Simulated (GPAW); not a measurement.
# Ga (I4/mmm) in GPAW: single point with PBE

Aim: the single point of Ga with PBE.

All numbers are computed with GPAW 26.7.0; they aren't measurements. Logs are shortened: lines on timing, memory, paths and dates and some standing lists are left out, and cuts for length are marked. The log counts tension as positive stress, the text compression.

## Step 1: The crystal as given

Symmetry: I4/mmm, No. 139, tetragonal system. Conventional cell: a = 2.769 Å, b = 2.769 Å, c = 4.622 Å, α = 90.00°, β = 90.00°, γ = 90.00°. Ga (site symmetry 4/mmm) has 12 Ga at 2.77 to 3.03 Å as nearest neighbours.

This isn't the form of Ga at room conditions, which is orthorhombic.

## Step 2: Single point, PBE

Contents of run.py:

```python
from ase.dft.bandgap import bandgap
from ase.io import read, write
from ase.units import GPa
from gpaw import GPAW, PW

atoms = read('Ga.xyz')

calc = GPAW(mode=PW(500),
            xc='PBE',
            kpts={'size': (11, 11, 11), 'gamma': True},
            occupations={'name': 'fermi-dirac', 'width': 0.05},
            nbands=7,
            maxiter=120,
            txt='gpaw.txt')
atoms.calc = calc
energy = atoms.get_potential_energy()
forces = atoms.get_forces()
stress = atoms.get_stress()
calc.write('gs.gpw')
write('result.traj', atoms)
print(f'Energy: {energy:.6f} eV')
print('Forces (eV/A):')
print(forces.round(4))
print('Stress (GPa):', (stress / GPa).round(3))
print('Fermi level:', round(calc.get_fermi_level(), 4), 'eV')
print(f'Gap: {bandgap(calc)[0]:.4f} eV, direct: {bandgap(calc, direct=True)[0]:.4f} eV')
```

Contents of Ga.xyz:

```xyz
1
Lattice="-1.3843987196 1.3843987196 2.3112238365 1.3843987196 -1.3843987196 2.3112238365 1.3843987196 1.3843987196 -2.3112238365" Properties=species:S:1:pos:R:3 pbc="T T T"
Ga     0.0000000000      0.0000000000      0.0000000000
```

Potentials or basis: GPAW PAW data sets (gpaw-data 1.2.1), pw.

The run is started by

```
$ OMP_NUM_THREADS=1 python run.py
```

gpaw.txt:

```text
__  _  _
 | _ |_)|_||  |
 |__||  | ||/\| - 26.7.0

Input parameters:
  mode=PW(ecut=500.0),
  kpts=MonkhorstPack(size=(11, 11, 11), gamma=True),
  maxiter=120,
  nbands=7,
  occupations=Occupations(name='fermi-dirac', width=0.05),
  xc=XC(name='PBE')

Diagonalizing LCAO Hamiltonian
Converting LCAO to pw mode

       Ga

Atoms  # Å, Bohr magnetons
|   | symbol |        x |        y |        z |    initial magnetic moments |
|---|--------|----------|----------|----------|-----------------------------|
| 0 |     Ga | 0.000000 | 0.000000 | 0.000000 | ( 0.0000,  0.0000,  0.0000) |

Unit cell  # Å
| periodic |         x |         y |         z |  lengths |     angles |
|----------|-----------|-----------|-----------|----------|------------|
|      yes | -1.384399 |  1.384399 |  2.311224 | 3.029006 | 125.606528 |
|      yes |  1.384399 | -1.384399 |  2.311224 | 3.029006 | 125.606528 |
|      yes |  1.384399 |  1.384399 | -2.311224 | 3.029006 |  80.535805 |

Number of symmetries: 16
Symmetry operations  # r_c * U_cc + t_c -> r_c
|    | kind |            matrix            |
|----|------|------------------------------|
|  0 |  σ   |  1, 1, 1,  0, 0,-1,  0,-1, 0 |
|  1 |  C4  |  1, 1, 1,  0, 0,-1, -1, 0, 0 |
|  2 |  E   |  1, 0, 0,  0, 1, 0,  0, 0, 1 |
|  3 |  σ   |  1, 0, 0,  0, 1, 0, -1,-1,-1 |
|  4 |  σ   |  0, 1, 0,  1, 0, 0,  0, 0, 1 |
|  5 |  C2  |  0, 1, 0,  1, 0, 0, -1,-1,-1 |
|  6 |  C2  |  0, 0, 1, -1,-1,-1,  1, 0, 0 |
|  7 |  S4  |  0, 0, 1, -1,-1,-1,  0, 1, 0 |
|  8 |  C4  |  0, 0,-1,  1, 1, 1,  0,-1, 0 |
|  9 |  σ   |  0, 0,-1,  1, 1, 1, -1, 0, 0 |
| 10 |  σ   |  0,-1, 0, -1, 0, 0,  1, 1, 1 |
| 11 |  C2  |  0,-1, 0, -1, 0, 0,  0, 0,-1 |
| 12 |  C2  | -1, 0, 0,  0,-1, 0,  1, 1, 1 |
| 13 |  i   | -1, 0, 0,  0,-1, 0,  0, 0,-1 |
| 14 |  S4  | -1,-1,-1,  0, 0, 1,  1, 0, 0 |
| 15 |  C2  | -1,-1,-1,  0, 0, 1,  0, 1, 0 |

BZ-sampling:
  Number of BZ points: 1331
  Number of IBZ points: 126

  Monkhorst-Pack size: [11, 11, 11]
  Monkhorst-Pack shift: [0, 0, 0]

K-points  # in reciprocal-cell coordinates
|     |                                coordinates |     weight |
|-----|--------------------------------------------|------------|
|   0 | (  0.00000000,   0.00000000,   0.00000000) | 0.00075131 |
|   1 | (  0.09090909,  -0.09090909,   0.00000000) | 0.00300526 |
|   2 | (  0.09090909,  -0.09090909,   0.09090909) | 0.00300526 |
|   3 | (  0.09090909,   0.00000000,   0.00000000) | 0.00601052 |
|   4 | (  0.09090909,   0.09090909,  -0.09090909) | 0.00150263 |
|   5 | (  0.18181818,  -0.18181818,   0.00000000) | 0.00300526 |
|   6 | (  0.18181818,  -0.18181818,   0.09090909) | 0.00601052 |
|   7 | (  0.18181818,  -0.18181818,   0.18181818) | 0.00300526 |
|   8 | (  0.18181818,  -0.09090909,   0.00000000) | 0.01202104 |
|   9 | (  0.18181818,  -0.09090909,   0.09090909) | 0.00601052 |
| ... |                                            |            |
| 125 | (  0.45454545,   0.45454545,   0.45454545) | 0.00601052 |

Plane wave coefficients: 465
Cutoff: 500.0 eV

Spin-components: 1 (collinear spins)
Bands:           7
Projectors:      5
Spin-degeneracy: 2
Datatype:        complex128

Parallelization:
  kpt:    1
  domain: 1
  band:   1

Density:
  Valence electrons: 3.0
  Components: 1
  Grid points: [16 16 16]
  Charge: 0.0  # |e|

Potential:
  Grid points: [16 16 16]

species:
  Ga:
    name:    Gallium
    Z:       31.0
    valence: 3
    core:    28
    charge:  0.0  # [|e|]
    compensation charges:
      type: gauss
      rc: 0.37  # [Å]
      lmax: 2
    cutoffs:
      filter: 2.06  # [Å]
      core: 4.17  # [Å]
    projectors
    | kind |    occ | energy [eV] | rcut [Å] |
    |------|--------|-------------|----------|
    |   4s |  2.000 |      -8.945 |    1.164 |
    |   4p |  1.000 |      -2.580 |    1.164 |
    |    s |        |      18.266 |    1.164 |
    |    p |        |      24.631 |    1.164 |
    |    d |        |       0.000 |    1.164 |

    Using partial waves for Ga as LCAO basis

Reference energy: -52884.671529  # eV

eigensolver:
  PPCG
  Converge bands: occupied
  niter=2

density mixing:
  MSR1-Mixer
  Pratt-step length: 0.05
  Maximum mixing coefficient: 0.75
  Old densities: 10
  SVD Regularization: 0.005
  Good broyden scale: 1.0
  Trust region scale: 1.0
  Backstep threshold: 4.0
  History deletion threshold: 6.0
  Fourier metric: weight=20.0, sigma=0.015

occupation numbers:
  Fermi-Dirac:
    width: 0.0500  # eV

poisson solver:
  ecut: 4000.0  # eV

xc functional:
  name: PBE with 2 nearest neighbor stencil

convergence criteria:
- Maximum [total energy] change in last 3 cyles: 0.0005 eV / valence electron
- Maximum integral of absolute [dens]ity change: 0.0001 electrons / valence electron
- Maximum integral of absolute [eigenst]ate change: 4e-08 eV^2 / valence electron
maximum number of iterations: 120

SCF iterations
|iter     | |      energy | eigst |  dens |
|---------|-|-------------|-------|-------|
|iter:   1| |   -2.893390 | -0.93 |       |
|iter:   2| |   -2.892447 | -3.46 | -1.06 |
|iter:   3| |   -2.883739 | -3.70 | -1.08 |
|iter:   4| |   -2.883055 | -4.53 | -1.63 |
|iter:   5| |   -2.883054c| -6.08 | -2.91 |
|iter:   6| |   -2.883054c| -6.92 | -3.35 |
|iter:   7| |   -2.883054c| -8.09c| -4.73c|

Converged in 7 steps
Energy contributions relative to reference atoms: (reference = -52884.671529)

Energy contributions:
  Kinetic:          10.663329
  Coulomb:          -8.519650
  Zero:              0.008497
  External:          0.000000
  Xc:               -5.033515
  Entropy:          -0.003432
  Spinorbit:         0.000000
  ----------------------------
  Free energy:      -2.884770
  Extrapolated:     -2.883054

dipole moment: (-3.564543, -3.564543, -5.950928)  # |e|*Ang

Fermi level: 6.866
Eigenvalues  # (at kpt = [0.000, 0.000, 0.000])
| band index |      eig [eV] | occ [0-2] |
|------------|---------------|-----------|
|          0 |        -4.680 |     2.000 |
|          1 |        19.598 |     0.000 |
|          2 |        19.929 |     0.000 |
|          3 |        19.929 |     0.000 |
|          4 |        21.709 |     0.000 |
|          5 |        22.740 |     0.000 |
|          6 |        22.746 |     0.000 |

No gap
No difference between direct/indirect transitions

Forces  # eV/Ang
|        x |        y |        z |
|----------|----------|----------|
| -0.00000 | -0.00000 | -0.00000 |  # Ga   0

Stress tensor  # eV/Ang^3
|         x |         y |         z |
|-----------|-----------|-----------|
| -0.031013 |  0.000000 |  0.000000 |
|  0.000000 | -0.031013 |  0.000000 |
|  0.000000 |  0.000000 | -0.017440 |

# Writing to gs.gpw (mode='')
```

Wall time 5.9 s (1 thread of Arm Neoverse V2, shared host); peak memory 0.13 GiB.

Results:

- Free energy: -2.8848 eV
- Pressure: 4.2 GPa
- Band gap on the k mesh: none (metal or under the smearing width)

Levels at points of the mesh, in eV from the Fermi level:
```csv
k point,band 1,band 2,band 3,band 4
"(0.00, 0.00, 0.00)",-11.55,12.73,13.06,13.06
```

Caveat: the cutoff is short for stress and forces, so pressures can be off by a GPa or more.
